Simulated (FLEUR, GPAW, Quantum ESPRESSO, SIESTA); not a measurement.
**Al: 5 runs at one level of theory**

```
Al
1.0
     0.00000    2.02481    2.02481
     2.02481    0.00000    2.02481
     2.02481    2.02481    0.00000
Al
1
Direct
  0.00000 0.00000 0.00000
```

Alike in all runs: task equation of state; functional PBE; k mesh 11 × 11 × 11; occupations fermi-dirac, width 0.05 eV; no spin polarisation; no spin-orbit coupling.

```tsv
program and potentials	plane-wave cutoff (eV)	notes	equilibrium volume (Å³/atom)	bulk modulus (GPa)
SIESTA, files PseudoDojo sr-pbe-0.4.1-standard, TZP (energy shift 0.01 Ry)	-	atomic basis	16.52	77.9
GPAW, PAW data sets generated for this functional	600	-	16.54	79.3
GPAW, SG15 ONCV 1.2	1100	-	?	?
Quantum ESPRESSO, Ansatz NC SR PBE	544	-	16.52	78.6
FLEUR, all-electron, FLAPW	-	-	16.51	78.9
```

Estimate from the other rows what the run with GPAW, SG15 ONCV 1.2 gave.

Equilibrium volume 16.56 Å³/atom; bulk modulus 78.8 GPa. The other rows, which needn't bracket it: equilibrium volume 16.51 to 16.54; bulk modulus 77.9 to 79.3.
